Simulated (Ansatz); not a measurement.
Run on Rb (simple hexagonal type): DFT, PBE, PAW with Ansatz's default frozen-core files, scalar-relativistic (Ansatz 0.2.0). This run: shape and atoms relaxed at 0.75 of the base cell's volume.

The cell comes from a relaxation on PAW files under the same functional, begun from a prototype that needn't be the stable phase.

Command: `ansatz run input.yaml --threads 1 --pin off --max-ram 2048MiB --backend cpu --events-out ev --progress --plain --runs-dir out` It took 5 s on 1 thread of Arm Neoverse V1 (shared host), peak memory 0.3 GiB.

```yaml
crystal:
  lattice:
    - [4.4380243146, 0.0, 0.0]
    - [-2.2190121573, 3.843441799, 0.0]
    - [0.0, 0.0, 4.1717428556]
  atoms:
    - { symbol: Rb, position: [0.0, 0.0, 0.0] }
kpoints:
  mp_grid: { grid: [9, 9, 8] }
scf:
  occupations: { method: fermi_dirac, width: 0.05 }
hamiltonian:
  xc: pbe
  pseudopotentials: { kind: paw }
output:
  forces: true
  stress: true
  write_density: true
  write_potential: true
  elf: true
  volumetric_format: npy
relax:
  f_tol: 0.005
  max_steps: 30
  cell: { stress_tol: 0.15, fix: [volume] }
```

Output:

```
Engine: ansatz 0.2.0
Pseudopotentials: kind: paw
Pseudopotential: Rb, paw, valence charge 9, recommended cutoff 420 eV (normal), Rb.paw.azcp
Functional definition: PBE
  parameter kappa = 0.804
  parameter beta = 0.06672455060314922
  exchange = pbe_x(kappa = kappa, mu = beta*pi^2/3)
  correlation = pbe_c(beta = beta)
Crystal: 1 atoms, lattice volume = 71.159 Å³
Basis set: ecut = 420 eV, 1387 PW (Γ), exchange–correlation on 60×60×60 points (8 copies of the dense FFT grid, shifted against one another)
Bands: 9, of which v1, the nominal top of the filled ones, is band 5 counted from 1 (4 counted from 0)
Symmetry: 24 space group operations
Space group: P6/mmm (ITA 191), of the structure as read, at distance tolerance 4.1e-5 Å
k-points: 60 of 648
Non-local potential: Rb, projectors of the file, l = 0: 3, l = 1: 2, l = 2: 2
PAW form: soft (Blöchl's): semilocal exchange-correlation on the pseudo side does not see the compensation charge
PAW one-centre angular grid: Rb, 110 points (default); XC on 64 Gauss nodes
Initial density: superposition of atomic densities (neutral atoms: chi_scale 0, normalization atom), corrected by the library's trained network
Initial wavefunctions: pseudopotential atomic-orbital guess
Functional: x = pbe(κ = 0.804, μ = 0.2195149727645171), c = pbe(β = 0.06672455060314922)
SCF iter   1: F=—  HF=-3267.229547 eV  |F-HF|=—  |Δ(HF+E_count)|=         —  Δρ=9.55e-4  dr2=1.45e-3  ethr=1.77e-3  ⟨swp⟩=6.9  Hψ=4589  notcnv=0
preconditioner: auto → none  [metal: Δε(μ)=0.060 eV  Ē_g=3.731 eV  σ=0.050 eV  W_gap=0.27  n_scr=8 (ndim 8)  ℏωp=4.4 eV  f_vac=0.000  D(μ)=1.13/eV (n_scr^D=8)  sad-step TF]
SCF iter   2: F=—  HF=-3267.229686 eV  |F-HF|=—  |Δ(HF+E_count)|=   1.40e-4  Δρ=6.04e-4  dr2=7.45e-4  ethr=1.61e-5  ⟨swp⟩=2.1  Hψ=1207  notcnv=0
SCF iter   3: F=—  HF=-3267.229647 eV  |F-HF|=—  |Δ(HF+E_count)|=   3.91e-5  Δρ=1.36e-4  dr2=2.90e-5  ethr=8.28e-6  ⟨swp⟩=2.4  Hψ=762  notcnv=0
SCF iter   4: F=—  HF=-3267.229658 eV  |F-HF|=—  |Δ(HF+E_count)|=   1.11e-5  Δρ=1.72e-5  dr2=2.68e-7  ethr=3.22e-7  ⟨swp⟩=2.4  Hψ=675  notcnv=0
iter 5 did not close the SCF: its close was put off for the readings that it lacked (scf_convergence_deferred on its scf_iter line)
SCF iter   5: F=-3267.229659 eV  HF=-3267.229659 eV  |F-HF|=3.09e-9  |Δ(HF+E_count)|=   2.86e-7  Δρ=2.63e-6  dr2=4.59e-9  ethr=2.98e-9  ⟨swp⟩=2.1  Hψ=780  notcnv=0
SCF iter   6: F=-3267.229659 eV  HF=-3267.229659 eV  |F-HF|=1.03e-10  |Δ(HF+E_count)|=   4.17e-9  Δρ=7.63e-7  dr2=2.54e-10  ethr=5.10e-11  ⟨swp⟩=5.5  Hψ=2753  notcnv=0
SCF 1 converged in 6 iterations: F = -3267.229659 eV  dr2 = 2.54e-10
  greatest PAW one-centre occupation: 0.975 electrons in one spin orbital (limit 2), on the Rb atom at site 0 (counted from 0), in its partial waves of l = 0
relax step   1: F+E_penalty+E_count = -3267.22965871 eV  Δ(F+E_penalty+E_count) = +0.000e0 eV  max|allowed force component| = 0.000e0 eV/Å  Δτ_max = 0.0000 Å  P = +1.207 GPa  Ω = 71.159 Å³  fix = [volume]  reactions: volume +1.207 GPa  (6 SCF iters, dr2 threshold 1.00e-7 eV, accepted)
Initial density: handed on by an earlier stage of this run
Initial wavefunctions: pseudopotential atomic-orbital guess (no wavefunctions were taken with the density)
iter 1 solved again at ethr=4.74e-8 eV; its pass at ethr=3.10e-3 eV (dr2=4.26e-6 eV) is discarded
SCF iter   1: F=—  HF=-3267.229659 eV  |F-HF|=—  |Δ(HF+E_count)|=         —  Δρ=6.64e-7  dr2=2.17e-10  ethr=4.74e-8  ⟨swp⟩=4.3  Hψ=6574  notcnv=0
eigensolver tolerance schedule: the retry pair's looser diagonalisation over-reported the residual by 19611.14 of it (diagonalisation noise at 0.43 of the residual, at the tolerance the schedule requests for it); recorded, not acted on — ethr = c·dr2/N_el stays at c = 1.0e-1
preconditioner: auto → none  [metal: Δε(μ)=0.056 eV  Ē_g=3.736 eV  σ=0.050 eV  W_gap=0.26  n_scr=8 (ndim 8)  ℏωp=4.4 eV  f_vac=0.000  D(μ)=1.13/eV (n_scr^D=8)]
SCF iter   2: F=—  HF=-3267.229659 eV  |F-HF|=—  |Δ(HF+E_count)|=   1.90e-7  Δρ=3.73e-7  dr2=3.14e-11  ethr=1.00e-12  ⟨swp⟩=7.0  Hψ=3911  notcnv=0
SCF iter   3: F=-3267.229659 eV  HF=-3267.229659 eV  |F-HF|=4.55e-13  |Δ(HF+E_count)|=  9.09e-13  Δρ=5.90e-8  dr2=6.82e-13  ethr=1.00e-12  ⟨swp⟩=4.9  Hψ=2294  notcnv=0
SCF 2 converged in 3 iterations: F = -3267.229659 eV  dr2 = 6.82e-13
relax step   2: F+E_penalty+E_count = -3267.22965871 eV  Δ(F+E_penalty+E_count) = -4.911e-11 eV  max|allowed force component| = 0.000e0 eV/Å  Δτ_max = 0.0000 Å  P = +1.207 GPa  Ω = 71.159 Å³  fix = [volume]  reactions: volume +1.207 GPa  stress off target by 1.06e-1 GPa on what of the cell is left free  SCF on the basis re-selected at this cell (its energy is not comparable with the rows above)  (3 SCF iters)
basis re-selected at this cell: Δ(F+E_penalty+E_count) = -4.911e-11 eV, ΔP = -0.000 GPa vs the last step (what re-selecting the basis moved, of the pressure what is left beyond the Pulay correction that the steps carried, after the strain that the cell walked since its last selection, with what the two solves' SCF thresholds leave and, on support functions, any second-order correction that the steps lacked; it is no measure of the basis error at this ecutwfc). This SCF's stress stands 1.06e-1 GPa from its target on what of the cell is left free (relax.cell.stress_tol is 1.50e-1 GPa) and its largest allowed force component is 0.00e0 eV/Å (relax.f_tol is 5.00e-3 eV/Å): within both
SCF converged after 3 iterations
Free energy (F): -3267.229659 eV
Harris-Foulkes:  -3267.229659 eV  (|F-HF|=4.55e-13)
Internal energy: -3267.221238 eV  (E = F + TS)
E sigma→0 (E₀):  -3267.225448 eV
Entropy (-TS):   -0.008421 eV (-8.421 meV/atom)
Fermi energy:    3.151895 eV
--- Per-component energies (eV) ---
  E_band       = -108.609050
  E_kinetic    = 191.385812
  E_local      = -663.224118  (includes V_loc(G=0)·N_el)
  E_nonlocal   = 173.887002
  E_hartree    = 181.022563
  E_xc         = -129.646183
  E_vxc        = -135.684379  (∫ρ·V_xc dr)
  E_paw        = -2618.069094  (= ΣΔE_a)
  E_vpaw       = -37.018494  (= ΣTr[D̂ρ^β])
  E_aug_tail   = -0.000001  (compensation charges beyond the density's cutoff)
  E_ewald      = -402.577219
  E_smearing   = -0.008421  (= −TS)
  E_closure    = -0.000000  (closes the sum)
  Σ components = -3267.229659   (vs F -3267.229659, Δ=0.00e0)
--- Forces (eV/Å), atoms counted from 1 ---
  atom   1  Rb    -0.00000000    -0.00000000     0.00000000
  max |Σ_I F_I| component: 2.05e-33 eV/Å
--- Stress (GPa, compression-positive) ---
        1.260393      -0.000000       0.000000
        0.000000       1.260393       0.000000
        0.000000       0.000000       1.100783
  P = ⅓ Tr σ = 1.2072 GPa (12.072 kbar)
--- Band table (eV; the first three rows and the last of 60) ---
  k-point 0: bands = ["-25.8043", "-9.7888", "-9.7888", "-9.7753", "0.8240", "5.5142", "6.8995", "6.8995", "9.8241"]
  k-point 1: bands = ["-25.8019", "-9.8216", "-9.7849", "-9.7849", "1.0032", "5.4804", "6.9754", "6.9754", "9.4105"]
  k-point 2: bands = ["-25.7962", "-9.9306", "-9.7753", "-9.7753", "1.5072", "5.1227", "7.1777", "7.1777", "8.6481"]
  k-point 59: bands = ["-25.7713", "-10.0225", "-9.9286", "-9.9286", "4.5626", "4.5626", "5.8988", "5.8988", "7.5343"]
--- Relaxed structure (1 steps of the walk, 1 accepted, 1 SCFs on fresh bases) ---
  F+E_penalty+E_count = -3267.22965871 eV   max|allowed force component| = 0.000e0 eV/Å   (the final SCF, on the basis selected at the relaxed cell)
  cell:  # Å, volume = 71.1586 Å³
    - [4.4380243145673095, 0.0, 0.0]
    - [-2.2190121572836548, 3.8434417990283105, 0.0]
    - [0.0, 0.0, 4.1717428556]
  atoms:
    - { symbol: Rb, position: [0.0, 0.0, 0.0] }
```

Next run (volume at 0.75 of the series' base cell), as changes to the input before:

```diff
   stress: true
-  write_density: true
-  write_potential: true
-  elf: true
-  volumetric_format: npy
-relax:
-  f_tol: 0.005
-  max_steps: 30
-  cell: { stress_tol: 0.15, fix: [volume] }
+  eigenvalues: true
+  populations: true
```

Command: `ansatz run input.yaml --threads 1 --pin off --max-ram 2048MiB --backend cpu --events-out ev --progress --plain --runs-dir out` It took 2.6 s on 1 thread of Arm Neoverse V1, with other jobs on the host, peak memory 0.3 GiB.

Results part of the output:

```
SCF 1 converged in 6 iterations: F = -3267.229659 eV  dr2 = 2.54e-10
  greatest PAW one-centre occupation: 0.975 electrons in one spin orbital (limit 2), on the Rb atom at site 0 (counted from 0), in its partial waves of l = 0
SCF converged after 6 iterations
Free energy (F): -3267.229659 eV
Harris-Foulkes:  -3267.229659 eV  (|F-HF|=1.02e-10)
Internal energy: -3267.221238 eV  (E = F + TS)
E sigma→0 (E₀):  -3267.225448 eV
Entropy (-TS):   -0.008421 eV (-8.421 meV/atom)
Fermi energy:    3.151894 eV
--- Per-component energies (eV) ---
  E_band       = -108.609254
  E_kinetic    = 191.385924
  E_local      = -663.224398  (includes V_loc(G=0)·N_el)
  E_nonlocal   = 173.887098
  E_hartree    = 181.022688
  E_xc         = -129.646216
  E_vxc        = -135.684418  (∫ρ·V_xc dr)
  E_paw        = -2618.069114  (= ΣΔE_a)
  E_vpaw       = -37.018503  (= ΣTr[D̂ρ^β])
  E_aug_tail   = -0.000001  (compensation charges beyond the density's cutoff)
  E_ewald      = -402.577219
  E_smearing   = -0.008421  (= −TS)
  E_closure    = 0.000000  (closes the sum)
  Σ components = -3267.229659   (vs F -3267.229659, Δ=0.00e0)
--- Forces (eV/Å), atoms counted from 1 ---
  atom   1  Rb    -0.00000000     0.00000000     0.00000000
  max |Σ_I F_I| component: 1.23e-32 eV/Å
--- Stress (GPa, compression-positive) ---
        1.260395      -0.000000       0.000000
        0.000000       1.260395       0.000000
        0.000000       0.000000       1.100789
  P = ⅓ Tr σ = 1.2072 GPa (12.072 kbar)
--- Band table (eV; the first three rows and the last of 60) ---
  k-point 0: bands = ["-25.8044", "-9.7888", "-9.7888", "-9.7753", "0.8240", "5.5142", "6.8995", "6.8995", "9.8241"]
  k-point 1: bands = ["-25.8020", "-9.8216", "-9.7849", "-9.7849", "1.0032", "5.4804", "6.9753", "6.9753", "9.4104"]
  k-point 2: bands = ["-25.7962", "-9.9306", "-9.7754", "-9.7754", "1.5072", "5.1227", "7.1777", "7.1777", "8.6481"]
  k-point 59: bands = ["-25.7714", "-10.0225", "-9.9286", "-9.9286", "4.5626", "4.5626", "5.8988", "5.8988", "7.5343"]
--- Löwdin populations: 1 site ---
  site symbol       q [e]
     0     Rb      8.9663
  spilling = 0.003742 (of n_electrons = 9.000000)
```

Next run (shape and atoms relaxed at 0.65 of the base cell's volume), as changes to the input before:

```diff
   lattice:
-    - [4.4380243146, 0.0, 0.0]
-    - [-2.2190121573, 3.843441799, 0.0]
-    - [0.0, 0.0, 4.1717428556]
+    - [4.2312989318, 0.0, 0.0]
+    - [-2.1156494659, 3.664412366, 0.0]
+    - [0.0, 0.0, 3.9774209959]
   atoms:
   stress: true
-  eigenvalues: true
-  populations: true
+relax:
+  f_tol: 0.005
+  max_steps: 30
+  cell: { stress_tol: 0.27, fix: [volume] }
```

Results part of the output:

```
basis re-selected at this cell: Δ(F+E_penalty+E_count) = -8.777e-11 eV, ΔP = +0.000 GPa vs the last step (what re-selecting the basis moved, of the pressure what is left beyond the Pulay correction that the steps carried, after the strain that the cell walked since its last selection, with what the two solves' SCF thresholds leave and, on support functions, any second-order correction that the steps lacked; it is no measure of the basis error at this ecutwfc). This SCF's stress stands 1.98e-1 GPa from its target on what of the cell is left free (relax.cell.stress_tol is 2.70e-1 GPa) and its largest allowed force component is 0.00e0 eV/Å (relax.f_tol is 5.00e-3 eV/Å): within both
SCF converged after 3 iterations
Free energy (F): -3267.127296 eV
Harris-Foulkes:  -3267.127296 eV  (|F-HF|=7.73e-12)
Internal energy: -3267.118872 eV  (E = F + TS)
E sigma→0 (E₀):  -3267.123084 eV
Entropy (-TS):   -0.008424 eV (-8.424 meV/atom)
Fermi energy:    3.988799 eV
--- Per-component energies (eV) ---
  E_band       = -101.266528
  E_kinetic    = 191.879583
  E_local      = -631.494184  (includes V_loc(G=0)·N_el)
  E_nonlocal   = 174.069118
  E_hartree    = 168.686337
  E_xc         = -129.914790
  E_vxc        = -136.047960  (∫ρ·V_xc dr)
  E_paw        = -2618.099304  (= ΣΔE_a)
  E_vpaw       = -37.045761  (= ΣTr[D̂ρ^β])
  E_aug_tail   = -0.000001  (compensation charges beyond the density's cutoff)
  E_ewald      = -422.245631
  E_smearing   = -0.008424  (= −TS)
  E_closure    = -0.000000  (closes the sum)
  Σ components = -3267.127296   (vs F -3267.127296, Δ=0.00e0)
--- Forces (eV/Å), atoms counted from 1 ---
  atom   1  Rb     0.00000000     0.00000000     0.00000000
  max |Σ_I F_I| component: 1.03e-32 eV/Å
--- Stress (GPa, compression-positive) ---
        2.457354      -0.000000       0.000000
       -0.000000       2.457354      -0.000000
        0.000000      -0.000000       2.159837
  P = ⅓ Tr σ = 2.3582 GPa (23.582 kbar)
--- Relaxed structure (1 steps of the walk, 1 accepted, 1 SCFs on fresh bases) ---
  F+E_penalty+E_count = -3267.12729618 eV   max|allowed force component| = 0.000e0 eV/Å   (the final SCF, on the basis selected at the relaxed cell)
  cell:  # Å, volume = 61.6708 Å³
    - [4.231298931831893, 0.0, 0.0]
    - [-2.1156494659159466, 3.6644123659723795, 0.0]
    - [0.0, 0.0, 3.9774209959]
  atoms:
    - { symbol: Rb, position: [0.0, 0.0, 0.0] }
```

Next run (volume at 0.65 of the series' base cell), as changes to the input before:

```diff
   stress: true
-relax:
-  f_tol: 0.005
-  max_steps: 30
-  cell: { stress_tol: 0.27, fix: [volume] }
+  eigenvalues: true
+  populations: true
```

Results part of the output:

```
SCF 1 converged in 6 iterations: F = -3267.127296 eV  dr2 = 3.88e-10
  greatest PAW one-centre occupation: 0.976 electrons in one spin orbital (limit 2), on the Rb atom at site 0 (counted from 0), in its partial waves of l = 0
SCF converged after 6 iterations
Free energy (F): -3267.127296 eV
Harris-Foulkes:  -3267.127296 eV  (|F-HF|=4.09e-12)
Internal energy: -3267.118872 eV  (E = F + TS)
E sigma→0 (E₀):  -3267.123084 eV
Entropy (-TS):   -0.008424 eV (-8.424 meV/atom)
Fermi energy:    3.988799 eV
--- Per-component energies (eV) ---
  E_band       = -101.266424
  E_kinetic    = 191.879467
  E_local      = -631.493876  (includes V_loc(G=0)·N_el)
  E_nonlocal   = 174.068987
  E_hartree    = 168.686216
  E_xc         = -129.914758
  E_vxc        = -136.047923  (∫ρ·V_xc dr)
  E_paw        = -2618.099277  (= ΣΔE_a)
  E_vpaw       = -37.045755  (= ΣTr[D̂ρ^β])
  E_aug_tail   = -0.000001  (compensation charges beyond the density's cutoff)
  E_ewald      = -422.245631
  E_smearing   = -0.008424  (= −TS)
  E_closure    = 0.000000  (closes the sum)
  Σ components = -3267.127296   (vs F -3267.127296, Δ=0.00e0)
--- Forces (eV/Å), atoms counted from 1 ---
  atom   1  Rb     0.00000000     0.00000000     0.00000000
  max |Σ_I F_I| component: 8.22e-33 eV/Å
--- Stress (GPa, compression-positive) ---
        2.457348      -0.000000       0.000000
       -0.000000       2.457348      -0.000000
        0.000000      -0.000000       2.159843
  P = ⅓ Tr σ = 2.3582 GPa (23.582 kbar)
--- Band table (eV; the first three rows and the last of 60) ---
  k-point 0: bands = ["-24.9905", "-8.9218", "-8.9218", "-8.8983", "1.4557", "6.2834", "7.8183", "7.8183", "11.0439"]
  k-point 1: bands = ["-24.9863", "-8.9691", "-8.9158", "-8.9158", "1.6622", "6.3002", "7.9022", "7.9022", "10.6495"]
  k-point 2: bands = ["-24.9760", "-9.1339", "-8.9012", "-8.9012", "2.2326", "6.0477", "8.1263", "8.1263", "9.7871"]
  k-point 59: bands = ["-24.9310", "-9.2622", "-9.1346", "-9.1346", "5.2513", "5.2513", "6.9564", "6.9564", "9.0292"]
--- Löwdin populations: 1 site ---
  site symbol       q [e]
     0     Rb      8.9639
  spilling = 0.004008 (of n_electrons = 9.000000)
```

Next run (shape and atoms relaxed at 0.55 of the base cell's volume), as changes to the input before:

```diff
   lattice:
-    - [4.2312989318, 0.0, 0.0]
-    - [-2.1156494659, 3.664412366, 0.0]
-    - [0.0, 0.0, 3.9774209959]
+    - [4.0021204258, 0.0, 0.0]
+    - [-2.0010602129, 3.4659379578, 0.0]
+    - [0.0, 0.0, 3.7619932002]
   atoms:
   stress: true
-  eigenvalues: true
-  populations: true
+relax:
+  f_tol: 0.005
+  max_steps: 30
+  cell: { stress_tol: 0.43, fix: [volume] }
```

Results part of the output:

```
basis re-selected at this cell: Δ(F+E_penalty+E_count) = -7.894e-10 eV, ΔP = +0.000 GPa vs the last step (what re-selecting the basis moved, of the pressure what is left beyond the Pulay correction that the steps carried, after the strain that the cell walked since its last selection, with what the two solves' SCF thresholds leave and, on support functions, any second-order correction that the steps lacked; it is no measure of the basis error at this ecutwfc). This SCF's stress stands 2.88e-1 GPa from its target on what of the cell is left free (relax.cell.stress_tol is 4.30e-1 GPa) and its largest allowed force component is 0.00e0 eV/Å (relax.f_tol is 5.00e-3 eV/Å): within both
SCF converged after 3 iterations
Free energy (F): -3266.932296 eV
Harris-Foulkes:  -3266.932296 eV  (|F-HF|=5.46e-12)
Internal energy: -3266.923138 eV  (E = F + TS)
E sigma→0 (E₀):  -3266.927717 eV
Entropy (-TS):   -0.009158 eV (-9.158 meV/atom)
Fermi energy:    5.113292 eV
--- Per-component energies (eV) ---
  E_band       = -91.578816
  E_kinetic    = 192.605564
  E_local      = -593.117422  (includes V_loc(G=0)·N_el)
  E_nonlocal   = 174.306589
  E_hartree    = 154.123486
  E_xc         = -130.277103
  E_vxc        = -136.542198  (∫ρ·V_xc dr)
  E_paw        = -2618.139032  (= ΣΔE_a)
  E_vpaw       = -37.078315  (= ΣTr[D̂ρ^β])
  E_aug_tail   = -0.000001  (compensation charges beyond the density's cutoff)
  E_ewald      = -446.425219
  E_smearing   = -0.009158  (= −TS)
  E_closure    = 0.000000  (closes the sum)
  Σ components = -3266.932296   (vs F -3266.932296, Δ=0.00e0)
--- Forces (eV/Å), atoms counted from 1 ---
  atom   1  Rb     0.00000000    -0.00000000     0.00000000
  max |Σ_I F_I| component: 3.94e-31 eV/Å
--- Stress (GPa, compression-positive) ---
        4.576829       0.000000      -0.000000
        0.000000       4.576829      -0.000000
       -0.000000      -0.000000       4.144371
  P = ⅓ Tr σ = 4.4327 GPa (44.327 kbar)
--- Relaxed structure (1 steps of the walk, 1 accepted, 1 SCFs on fresh bases) ---
  F+E_penalty+E_count = -3266.93229615 eV   max|allowed force component| = 0.000e0 eV/Å   (the final SCF, on the basis selected at the relaxed cell)
  cell:  # Å, volume = 52.1830 Å³
    - [4.002120425830372, 0.0, 0.0]
    - [-2.001060212915186, 3.4659379577736975, 0.0]
    - [0.0, 0.0, 3.7619932002]
  atoms:
    - { symbol: Rb, position: [0.0, 0.0, 0.0] }
```

Next run (volume at 0.55 of the series' base cell), as changes to the input before:

```diff
   mp_grid: { grid: [9, 9, 8] }
+  band_path:
+    path:
+      - [0.0, 0.0, 0.0]
+      - [0.5, 0.0, 0.0]
+      - [0.3333333333, 0.3333333333, 0.0]
+      - [0.0, 0.0, 0.0]
+      - [0.0, 0.0, 0.5]
+      - [0.5, 0.0, 0.5]
+      - [0.3333333333, 0.3333333333, 0.5]
+      - [0.0, 0.0, 0.5]
+      - [0.5, 0.0, 0.5]
+    npoints: 8
 scf:
   stress: true
-relax:
-  f_tol: 0.005
-  max_steps: 30
-  cell: { stress_tol: 0.43, fix: [volume] }
+  eigenvalues: true
+  populations: true
+  dos: { projected: true, de: 0.2, e_range: [-14, 8] }
```

Command: `ansatz run input.yaml --threads 1 --pin off --max-ram 2048MiB --backend cpu --events-out ev --progress --plain --runs-dir out` It took 2.5 s on 1 thread of Arm Neoverse V1, on a shared host, peak memory 0.28 GiB.

Results part of the output:

```
SCF 1 converged in 6 iterations: F = -3266.932296 eV  dr2 = 3.04e-9
  greatest PAW one-centre occupation: 0.976 electrons in one spin orbital (limit 2), on the Rb atom at site 0 (counted from 0), in its partial waves of l = 0
NSCF: frozen V_eff on 65 k-points
SCF converged after 6 iterations
Free energy (F): -3266.932296 eV
Harris-Foulkes:  -3266.932296 eV  (|F-HF|=1.74e-9)
Internal energy: -3266.923138 eV  (E = F + TS)
E sigma→0 (E₀):  -3266.927717 eV
Entropy (-TS):   -0.009158 eV (-9.158 meV/atom)
Fermi energy:    5.113295 eV
--- Per-component energies (eV) ---
  E_band       = -91.578298
  E_kinetic    = 192.605132
  E_local      = -593.116319  (includes V_loc(G=0)·N_el)
  E_nonlocal   = 174.306146
  E_hartree    = 154.123042
  E_xc         = -130.276981
  E_vxc        = -136.542057  (∫ρ·V_xc dr)
  E_paw        = -2618.138939  (= ΣΔE_a)
  E_vpaw       = -37.078286  (= ΣTr[D̂ρ^β])
  E_aug_tail   = -0.000001  (compensation charges beyond the density's cutoff)
  E_ewald      = -446.425219
  E_smearing   = -0.009158  (= −TS)
  E_closure    = 0.000000  (closes the sum)
  Σ components = -3266.932296   (vs F -3266.932296, Δ=0.00e0)
--- Forces (eV/Å), atoms counted from 1 ---
  atom   1  Rb     0.00000000     0.00000000     0.00000000
  max |Σ_I F_I| component: 4.11e-33 eV/Å
--- Stress (GPa, compression-positive) ---
        4.576805       0.000000      -0.000000
        0.000000       4.576805      -0.000000
       -0.000000      -0.000000       4.144367
  P = ⅓ Tr σ = 4.4327 GPa (44.327 kbar)
--- Band table (eV; the first three rows and the last of 60) ---
  k-point 0: bands = ["-23.9352", "-7.7644", "-7.7644", "-7.7280", "2.3635", "7.2934", "9.0292", "9.0292", "12.6327"]
  k-point 1: bands = ["-23.9272", "-7.8416", "-7.7549", "-7.7549", "2.6092", "7.3824", "9.1238", "9.1238", "12.2946"]
  k-point 2: bands = ["-23.9078", "-8.1019", "-7.7317", "-7.7317", "3.2691", "7.2936", "9.3769", "9.3769", "11.2959"]
  k-point 59: bands = ["-23.8206", "-8.2841", "-8.1029", "-8.1029", "6.1616", "6.1616", "8.3810", "8.3810", "11.0906"]
--- Löwdin populations: 1 site ---
  site symbol       q [e]
     0     Rb      8.9477
  spilling = 0.005815 (of n_electrons = 9.000000)
```
